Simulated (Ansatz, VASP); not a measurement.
Sb: VASP beside Ansatz

```xyz
2
Lattice="4.0650 0.0000 0.0000 -2.0325 3.5204 0.0000 0.0000 0.0000 21.5290" Properties=species:S:1:pos:R:3 pbc="T T T"
Sb    0.0000    2.3469   11.5902
Sb    2.0325    1.1735    9.9388
```

Alike in both runs: functional PBE; dispersion D3(BJ); k mesh 12 × 12 × 1; occupations gaussian, width 0.05 eV; no spin polarisation.

Ansatz relaxed the structure, and its values are those at the end. VASP's run is a single point on that final structure, the one shown.

|  | VASP | Ansatz |
| --- | --- | --- |
| version | VASP 6.6.1 | Ansatz 0.2.0 |
| potentials or method | VASP PAW PBE potentials, release 64 (Sb) | scalar-relativistic, plane waves, PAW |
| plane-wave cutoff (eV) | 520 | 420 |
| valence electrons in the cell | 10 | 30 |

Ansatz gave:

| Property | Result |
| --- | --- |
| gap on the k mesh at the Fermi level (eV) | 1.17 |
| rms of the force components (eV/Å) | 0.001 |

Problem. What did VASP give for the same quantities?

Solution. gap on the k mesh at the Fermi level (eV): 1.18; rms of the force components (eV/Å): 0.051.

The two sets of potentials don't hold the same shells in valence.

Caveats: spin-orbit coupling is left out, which moves the levels of the heavy elements.
